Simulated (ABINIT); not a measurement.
# GaN (F-43m) in ABINIT: notebook

Aim: see how the results for GaN move with the level of theory and the settings. Levels: LDA, PBE. Tasks: single point.

All numbers are computed with ABINIT 10.8.3 (patched build); they aren't measurements. Logs are shortened: lines on timing, memory, paths and dates and some standing lists are left out, and cuts for length are marked. The log counts tension as positive stress, the text compression.

**The experiment to reproduce.**

A printed reference work, textbook reports, for a bulk crystal of GaN at 0 K: band gap 3.299 eV (direct).

The results are compared with them further down.

**1. The crystal as given**

Symmetry: F-43m, No. 216, cubic system. The conventional cell has a = 4.507 Å, b = 4.507 Å, c = 4.507 Å, α = 90.00°, β = 90.00°, γ = 90.00°. Around Ga (site symmetry -43m) lie 4 N at 1.95 Å. N (site symmetry -43m) has 4 Ga at 1.95 Å as nearest neighbours.

The cell is a database's computed one.

**2. Single point, LDA**

Contents of run.abi:

```
pp_dirpath "./"
pseudos "Ga.upf, N.upf"

acell 6.0224269985 6.0224269985 6.0224269985
rprim
     0.0000000000     0.7071067812     0.7071067812
     0.7071067812     0.0000000000     0.7071067812
     0.7071067812     0.7071067812     0.0000000000
ntypat 2
znucl 31 7
natom 2
typat 1 2
xred
     0.0000000000     0.0000000000     0.0000000000
     0.2500000000     0.2500000000     0.2500000000

ecut 36.0

kptopt 1
ngkpt 8 8 8
nshiftk 1
shiftk 0.0 0.0 0.0

ixc 7

nband 13
occopt 3
tsmear 0.00183747

nstep 100
tolvrs 1.0e-10

iomode 3
prtwf 0
prtden 0
prteig 0
prtebands 0
enunit 1
```

Potentials or basis: PseudoDojo NC SR LDA v0.4.1 standard.

Run with:

```
$ abinit run.abi > log 2>&1
```

run.abo:

```text
.Version 10.8.3 of ABINIT
 Symmetries : space group F-4 3 m (#216); Bravais cF (face-center cubic)
================================================================================
 Values of the parameters that define the memory need of the present run
     intxc =       0    ionmov =       0      iscf =       7    lmnmax =       6
     lnmax =       6     mgfft =      36  mpssoang =       3    mqgrid =    3001
     natom =       2  nloc_mem =       1    nspden =       1   nspinor =       1
    nsppol =       1      nsym =      24    n1xccc =    2501    ntypat =       2
    occopt =       3   xclevel =       1
       mpw =        1612          nfft =       46656          nkpt =          29
================================================================================
================================================================================

--------------------------------------------------------------------------------
------------- Echo of variables that govern the present computation ------------
--------------------------------------------------------------------------------
 -outvars: echo values of preprocessed input variables --------
            acell      6.0224269985E+00  6.0224269985E+00  6.0224269985E+00 Bohr
              amu      6.97230000E+01  1.40067400E+01
             ecut      3.60000000E+01 Hartree
           enunit           1
              ixc           7
         kptrlatt        8    0    0      0    8    0      0    0    8
          kptrlen      4.81794160E+01
            natom           2
            nband          13
            ngfft          36      36      36
             nkpt          29
            nstep         100
             nsym          24
           ntypat           2
           occopt           3
           prtden           0
        prtebands           0
           prteig           0
            prtwf           0
            rprim      0.0000000000E+00  7.0710678120E-01  7.0710678120E-01
                       7.0710678120E-01  0.0000000000E+00  7.0710678120E-01
                       7.0710678120E-01  7.0710678120E-01  0.0000000000E+00
          spgroup         216
           tolvrs      1.00000000E-10
           tsmear      1.83747000E-03 Hartree
            typat      1  2
           xangst      0.0000000000E+00  0.0000000000E+00  0.0000000000E+00
                       1.1267503030E+00  1.1267503030E+00  1.1267503030E+00
            xcart      0.0000000000E+00  0.0000000000E+00  0.0000000000E+00
                       2.1292494850E+00  2.1292494850E+00  2.1292494850E+00
             xred      0.0000000000E+00  0.0000000000E+00  0.0000000000E+00
                       2.5000000000E-01  2.5000000000E-01  2.5000000000E-01
            znucl       31.00000    7.00000

================================================================================

 chkinp: Checking input parameters for consistency.

================================================================================
== DATASET  1 ==================================================================

--- !DatasetInfo
iteration_state: {dtset: 1, }
dimensions: {natom: 2, nkpt: 29, mband: 13, nsppol: 1, nspinor: 1, nspden: 1, mpw: 1612, }
cutoff_energies: {ecut:  36.0, pawecutdg:  -1.0, }
electrons: {nelect:   1.80000000E+01, charge:   0.00000000E+00, occopt:   3.00000000E+00, tsmear:   1.83747000E-03, }
meta: {optdriver: 0, ionmov: 0, optcell: 0, iscf: 7, paral_kgb: 0, }
...

 Exchange-correlation functional for the present dataset will be:
  LDA: Perdew-Wang 92 LSD fit to Ceperley-Alder data - ixc=7
  J.P.Perdew and Y.Wang, PRB 45, 13244 (1992)

 Real(R)+Recip(G) space primitive vectors, cartesian coordinates (Bohr,Bohr^-1):
 R(1)=  0.0000000  4.2584990  4.2584990  G(1)= -0.1174123  0.1174123  0.1174123
 R(2)=  4.2584990  0.0000000  4.2584990  G(2)=  0.1174123 -0.1174123  0.1174123
 R(3)=  4.2584990  4.2584990  0.0000000  G(3)=  0.1174123  0.1174123 -0.1174123
 Unit cell volume ucvol=  1.5445417E+02 bohr^3
 Angles (23,13,12)=  6.00000000E+01  6.00000000E+01  6.00000000E+01 degrees

 getcut: wavevector=  0.0000  0.0000  0.0000  ngfft=  36  36  36
         ecut(hartree)=     36.000   => boxcut(ratio)=   2.21317

 getcut : COMMENT -
  Note that boxcut > 2.2 ; recall that boxcut=Gcut(box)/Gcut(sphere) = 2
  is sufficient for exact treatment of convolution.
  Such a large boxcut is a waste : you could raise ecut
  e.g. ecut=   44.083054 Hartrees makes boxcut=2

--- Pseudopotential description ------------------------------------------------
- pspini: atom type   1  psp file is ./Ga.upf
12 -1012 2 -1 1858                            pspcod,pspxc,lmax,lloc,mmax
     nproj     2     2     2

- pspini: atom type   2  psp file is ./N.upf
12 -1012 1 -1 1058                            pspcod,pspxc,lmax,lloc,mmax
     nproj     2     2     0

   5.38048876E+02                                ecore*ucvol(ha*bohr**3)
--------------------------------------------------------------------------------

================================================================================

--- !BeginCycle
iteration_state: {dtset: 1, }
solver: {iscf: 7, nstep: 100, nline: 4, wfoptalg: 0, }
tolerances: {tolvrs: 1.00E-10, }
...

     iter   Etot(hartree)      deltaE(h)  residm     vres2
 ETOT  1  -86.126368843708    -8.613E+01 5.525E-01 6.902E+02
 ETOT  2  -86.624023514048    -4.977E-01 2.725E-01 7.055E+02
 ETOT  3  -86.772813169046    -1.488E-01 1.248E-01 2.028E+00
 ETOT  4  -86.773305781124    -4.926E-04 8.814E-03 5.346E-02
 ETOT  5  -86.773321297240    -1.552E-05 2.654E-03 2.638E-03
 ETOT  6  -86.773321854082    -5.568E-07 2.421E-03 1.657E-04
 ETOT  7  -86.773321875915    -2.183E-08 8.496E-04 3.827E-06
 ETOT  8  -86.773321876691    -7.753E-10 7.332E-04 1.385E-07
 ETOT  9  -86.773321876712    -2.188E-11 2.019E-04 1.488E-08
 ETOT 10  -86.773321876711     1.393E-12 1.762E-04 4.257E-12

 At SCF step   10       vres2   =  4.26E-12 < tolvrs=  1.00E-10 =>converged.

 Cartesian components of stress tensor (hartree/bohr^3)
  sigma(1 1)=  3.01232935E-04  sigma(3 2)=  0.00000000E+00
  sigma(2 2)=  3.01232935E-04  sigma(3 1)=  0.00000000E+00
  sigma(3 3)=  3.01232935E-04  sigma(2 1)=  0.00000000E+00

--- !ResultsGS
iteration_state: {dtset: 1, }
comment   : Summary of ground state results
lattice_vectors:
- [  0.0000000,   4.2584990,   4.2584990, ]
- [  4.2584990,   0.0000000,   4.2584990, ]
- [  4.2584990,   4.2584990,   0.0000000, ]
lattice_lengths: [   6.02243,    6.02243,    6.02243, ]
lattice_angles: [ 60.000,  60.000,  60.000, ] # degrees, (23, 13, 12)
lattice_volume:   1.5445417E+02
convergence: {deltae:  1.393E-12, res2:  4.257E-12, residm:  1.762E-04, diffor: null, }
etotal    :  -8.67733219E+01
entropy   :   0.00000000E+00
fermie    :   2.15863330E-01
cartesian_stress_tensor: # hartree/bohr^3
- [  3.01232935E-04,   0.00000000E+00,   0.00000000E+00, ]
- [  0.00000000E+00,   3.01232935E-04,   0.00000000E+00, ]
- [  0.00000000E+00,   0.00000000E+00,   3.01232935E-04, ]
pressure_GPa:  -8.8626E+00
xred      :
- [  0.0000E+00,   0.0000E+00,   0.0000E+00, Ga]
- [  2.5000E-01,   2.5000E-01,   2.5000E-01,  N]
cartesian_forces: # hartree/bohr
- [ -0.00000000E+00,  -0.00000000E+00,  -0.00000000E+00, ]
- [ -0.00000000E+00,  -0.00000000E+00,  -0.00000000E+00, ]
force_length_stats: {min:   0.00000000E+00, max:   0.00000000E+00, mean:   0.00000000E+00, }
...

 Integrated electronic density in atomic spheres:
 ------------------------------------------------
 Atom  Sphere_radius  Integrated_density
    1        2.00000         10.89766618
    2        2.00000          5.19295010
================================================================================

 ----iterations are completed or convergence reached----

 Mean square residual over all n,k,spin=   72.179E-08; max=  17.622E-05
 reduced coordinates (array xred) for    2 atoms
       0.000000000000      0.000000000000      0.000000000000
       0.250000000000      0.250000000000      0.250000000000
 rms dE/dt=  0.0000E+00; max dE/dt=  0.0000E+00; dE/dt below (all hartree)
    1       0.000000000000      0.000000000000      0.000000000000
    2       0.000000000000      0.000000000000      0.000000000000

 cartesian coordinates (angstrom) at end:
    1      0.00000000000000     0.00000000000000     0.00000000000000
    2      1.12675030300373     1.12675030300373     1.12675030300373

 cartesian forces (hartree/bohr) at end:
    1     -0.00000000000000    -0.00000000000000    -0.00000000000000
    2     -0.00000000000000    -0.00000000000000    -0.00000000000000
 frms,max,avg= 0.0000000E+00 0.0000000E+00   0.000E+00  0.000E+00  0.000E+00 h/b

 cartesian forces (eV/Angstrom) at end:
    1     -0.00000000000000    -0.00000000000000    -0.00000000000000
    2     -0.00000000000000    -0.00000000000000    -0.00000000000000
 frms,max,avg= 0.0000000E+00 0.0000000E+00   0.000E+00  0.000E+00  0.000E+00 e/A
 length scales=  6.022426998500  6.022426998500  6.022426998500 bohr
              =  3.186931119771  3.186931119771  3.186931119771 angstroms
 Fermi (or HOMO) energy (eV) =   5.87394   Average Vxc (eV)= -12.20427
 Eigenvalues (   eV  ) for nkpt=  29  k points:
 kpt#   1, nband= 13, wtk=  0.00195, kpt=  0.0000  0.0000  0.0000 (reduced coord)
 -10.82888   -8.68448   -8.68448   -8.68448   -8.37429   -8.37429    4.95581    4.95581
   4.95581    6.72537   15.11172   15.11172   15.11172
 prteigrs : prtvol=0 or 1, do not print more k-points.

--- !EnergyTerms
iteration_state     : {dtset: 1, }
comment             : Components of total free energy in Hartree
kinetic             :  6.99317526044763E+01
hartree             :  2.17732909823408E+01
xc                  : -2.36601917474251E+01
Ewald energy        : -5.83371585563683E+01
psp_core            :  3.48355036185889E+00
local_psp           : -6.06394427351215E+01
non_local_psp       : -3.93251227864611E+01
internal            : -8.67733218767001E+01
'-kT*entropy'       : -1.10025910471836E-11
total_energy        : -8.67733218767111E+01
total_energy_eV     : -2.36122237743402E+03
band_energy         : -3.36024291859698E+00
...

 Cartesian components of stress tensor (hartree/bohr^3)
  sigma(1 1)=  3.01232935E-04  sigma(3 2)=  0.00000000E+00
  sigma(2 2)=  3.01232935E-04  sigma(3 1)=  0.00000000E+00
  sigma(3 3)=  3.01232935E-04  sigma(2 1)=  0.00000000E+00

-Cartesian components of stress tensor (GPa)         [Pressure= -8.8626E+00 GPa]
- sigma(1 1)=  8.86257891E+00  sigma(3 2)=  0.00000000E+00
- sigma(2 2)=  8.86257891E+00  sigma(3 1)=  0.00000000E+00
- sigma(3 3)=  8.86257891E+00  sigma(2 1)=  0.00000000E+00

== END DATASET(S) ==============================================================
================================================================================

 -outvars: echo values of variables after computation  --------
            acell      6.0224269985E+00  6.0224269985E+00  6.0224269985E+00 Bohr
           etotal     -8.6773321877E+01
            fcart     -0.0000000000E+00 -0.0000000000E+00 -0.0000000000E+00
                      -0.0000000000E+00 -0.0000000000E+00 -0.0000000000E+00
            rprim      0.0000000000E+00  7.0710678120E-01  7.0710678120E-01
                       7.0710678120E-01  0.0000000000E+00  7.0710678120E-01
                       7.0710678120E-01  7.0710678120E-01  0.0000000000E+00
           strten      3.0123293453E-04  3.0123293453E-04  3.0123293453E-04
                       0.0000000000E+00  0.0000000000E+00  0.0000000000E+00
           xangst      0.0000000000E+00  0.0000000000E+00  0.0000000000E+00
                       1.1267503030E+00  1.1267503030E+00  1.1267503030E+00
             xred      0.0000000000E+00  0.0000000000E+00  0.0000000000E+00
                       2.5000000000E-01  2.5000000000E-01  2.5000000000E-01
 Calculation completed.
```

Run time: 21 s. Hardware: 1 thread of Arm Neoverse V1, shared host; peak memory 0.06 GiB.

Results:

```
Free energy                                           : -2361.2224 eV
Band gap on the k mesh                                : 1.77 eV, direct
Valence electrons inside the program's atomic spheres : Ga 10.90; N 5.19
```

Caveat: the cutoff is too short for stress, so the log's stress isn't used.

**3. Single point, LDA**

Changes to run.abi since step 2:

```diff
@@ -1 +1,2 @@
+# Pseudopotentials
 pp_dirpath "./"
@@ -3,2 +4,3 @@
 
+# Structure
 acell 6.0224269985 6.0224269985 6.0224269985
@@ -16,4 +18,6 @@
 
-ecut 36.0
+# Plane-wave basis
+ecut 979.609905 eV
 
+# k points
 kptopt 1
@@ -23,8 +27,11 @@
 
+# Exchange and correlation
 ixc 7
 
+# Bands and occupations
 nband 13
 occopt 3
-tsmear 0.00183747
+tsmear 0.05 eV
 
+# SCF cycle
 nstep 100
@@ -32,2 +39,3 @@
 
+# Output
 iomode 3
@@ -37,2 +45 @@
 prtebands 0
-enunit 1
```

Potentials or basis: PseudoDojo NC SR LDA v0.4.1 standard.

Run with:

```
$ abinit run.abi > log 2>&1
```

It took 21 s on 1 thread of Arm Neoverse V1, shared host; peak memory 0.07 GiB.

It converged, with:

```yaml
Free_energy: -2361.2224 eV
Band_gap_on_the_k_mesh: 1.77 eV, direct
Valence_electrons_inside_the_program's_atomic_spheres: Ga 10.90; N 5.19
```

Levels at points of the mesh, in eV from the valence-band top:
```tsv
k point	band 6	band 7	band 8	band 9	band 10	band 11	band 12	band 13
(0.00, 0.00, 0.00)	-13.33	0.00	0.00	0.00	1.77	10.16	10.16	10.16
(0.50, 0.00, 0.00)	-11.90	-7.11	-0.98	-0.98	4.56	8.61	10.24	10.24
(0.50, 0.50, 0.00)	-11.40	-6.21	-2.72	-2.72	3.29	6.50	11.52	13.75
```

Caveat: the cutoff is too short for stress, so the log's stress isn't used.

**4. Single point, PBE, spin-orbit coupling, no magnetisation**

Contents of run.abi:

```
# Pseudopotentials
pp_dirpath "./"
pseudos "Ga.upf, N.upf"

# Structure
acell 3*1.0 Angstrom
rprim
     0.0000000000     2.2535006075     2.2535006075
     2.2535006075     0.0000000000     2.2535006075
     2.2535006075     2.2535006075     0.0000000000
ntypat 2
znucl 31 7
natom 2
typat 1 2
xred
     0.0000000000     0.0000000000     0.0000000000
     0.2500000000     0.2500000000     0.2500000000

# Plane-wave basis
ecut 36.0

# k points
kptopt 1
ngkpt 8 8 8
nshiftk 1
shiftk 0.0 0.0 0.0

# Exchange and correlation
ixc 11

# Bands and occupations
nband 26
occopt 3
tsmear 0.00183747

# Spin
nspinor 2
nspden 1
so_psp 2*1

# SCF cycle
nstep 100
tolvrs 1.0e-10

# Output
iomode 3
prtwf 0
prteig 0
prtebands 0
enunit 1
prtden 1
prtvha 1
prtvclmb 1
prtpot 1
```

Potentials or basis: PseudoDojo NC FR PBE v0.4 standard.

Run with:

```
$ abinit run.abi > log 2>&1
```

It took 2 min on 1 thread of Arm Neoverse V1, shared host; peak memory 0.1 GiB.

The run converged. Its results:

| Item | Value |
| --- | --- |
| Free energy | -2363.7715 eV |
| Pressure | 3.2 GPa |
| Band gap on the k mesh | 1.75 eV, direct |
| Valence electrons inside the program's atomic spheres | Ga 10.88; N 5.23 |

Levels at points of the mesh, in eV from the valence-band top:
| k point | band 14 | band 15 | band 16 | band 17 | band 18 | band 19 | band 20 | band 21 | band 22 | band 23 |
| --- | --- | --- | --- | --- | --- | --- | --- | --- | --- | --- |
| (0.00, 0.00, 0.00) | -0.01 | 0.00 | 0.00 | 0.00 | 0.00 | 1.75 | 1.75 | 10.13 | 10.13 | 10.46 |
| (0.50, 0.00, 0.00) | -7.02 | -0.98 | -0.98 | -0.95 | -0.95 | 4.67 | 4.67 | 8.73 | 8.73 | 10.34 |
| (0.50, 0.50, 0.00) | -6.12 | -2.72 | -2.72 | -2.67 | -2.67 | 3.38 | 3.38 | 6.69 | 6.69 | 11.71 |

**5. How close it comes**

Step 2. A measured gap of GaN is 3.299 eV (direct; 0 K; a printed reference work, textbook); the calculated 1.77 eV misses it by -1.53 eV. Spin-orbit coupling on Ga is left out. The value is that of LDA, without temperature or zero-point motion. Semilocal functionals fall short of measured gaps as a rule. The cell is a database's relaxed one, not the measured one, which moves gaps too.

Step 3. A measured gap of GaN is 3.299 eV (direct; 0 K; a printed reference work, textbook); the calculated 1.77 eV misses it by -1.53 eV. Spin-orbit coupling on Ga is left out. The value is that of LDA, without temperature or zero-point motion. Semilocal functionals fall short of measured gaps as a rule. The cell is a database's relaxed one, not the measured one, which moves gaps too.

Step 4. A measured gap of GaN is 3.299 eV (direct; 0 K; a printed reference work, textbook); the calculated 1.75 eV misses it by -1.54 eV. The value is that of PBE, without temperature or zero-point motion. Semilocal functionals fall short of measured gaps as a rule. The cell is a database's relaxed one, not the measured one, which moves gaps too.
